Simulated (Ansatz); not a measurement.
Crystal: La2O3.

```xyz
5
Lattice="6.3703 0.0000 0.0000 -3.1851 5.5168 0.0000 0.0000 0.0000 3.2899" Properties=species:S:1:pos:R:3 pbc="T T T"
La    3.1851    1.8389    1.6387
La    0.0000    3.6779    1.6512
O     3.2145    0.0000    0.0000
O    -1.6072    2.7838    0.0000
O     1.5779    2.7330    0.0000
```

The cell comes from a database or a generator and needn't be the stable form of this composition.

Program: Ansatz 0.2.0. Alike in all runs: task band structure; potentials or basis Ansatz PAW; no spin polarisation; cell as given; k mesh 5 × 5 × 8; cutoff (eV) 420; smearing fermi-dirac 0.05 eV.

**Question.** Order these runs on this cell by their pressure, lowest first.
A. level PBEsol
B. level PBE
C. level LDA

**Answer.** C (-5.2 GPa), A (-3.1 GPa), B (-0.1 GPa).

Caveats: the PAW data sets come from PBE, with cores solved anew for the run's functional, which leaves a small shift of forces and pressure (some runs).
